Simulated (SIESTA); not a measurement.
Pb:

```
CELL_PARAMETERS angstrom
0.00000 3.43900 3.43900
3.43900 0.00000 3.43900
3.43900 3.43900 0.00000
ATOMIC_POSITIONS crystal
Pb 0.25000 0.25000 0.25000
Pb 0.00000 0.00000 0.00000
```

This isn't the form of Pb at room conditions, which is fcc.

```yaml
Program: SIESTA 5.4.2
Task: relaxation of cell and atoms
Functional: PBE
Potentials_or_basis: PseudoDojo 0.4 standard (PBE files)
Basis: DZ (energy shift 0.003 Ry; two zetas on semicore shells)
Grid_cutoff: 500 Ry
Energy_shift: 0.003 Ry
k_mesh: 5 × 5 × 5
Occupations: fermi-dirac, width 0.05 eV
Spin: no spin polarisation
```

At the start: pressure 2.8 GPa; volume 40.67 Å³/atom.

How do energy, volume and symmetry change on relaxing?

Over 4 steps the energy falls by 27.4 meV/atom and the volume is 44.09 Å³/atom (+8.4 %); space group Fd-3m (No. 227, to 0.05 Å).

Step by step:
```tsv
step	energy change (eV)	largest force (eV/Å)	pressure (GPa)	volume (Å³)
1	0.0000	0.0001	2.80	81.34
2	-0.0370	0.0002	1.49	84.19
3	-0.0542	0.0002	-0.25	88.89
4	-0.0548	0.0003	-0.03	88.18
```

Final structure:
```
Pb
1.0
     0.00023    3.53283    3.53283
     3.53283    0.00023    3.53283
     3.53283    3.53283    0.00023
Pb
2
Direct
  0.24999 0.24999 0.24999
  0.00001 0.00001 0.00001
```

Caveat: the basis has no polarisation orbitals; the basis of atomic orbitals isn't converged, which shifts pressures, moduli and gaps.
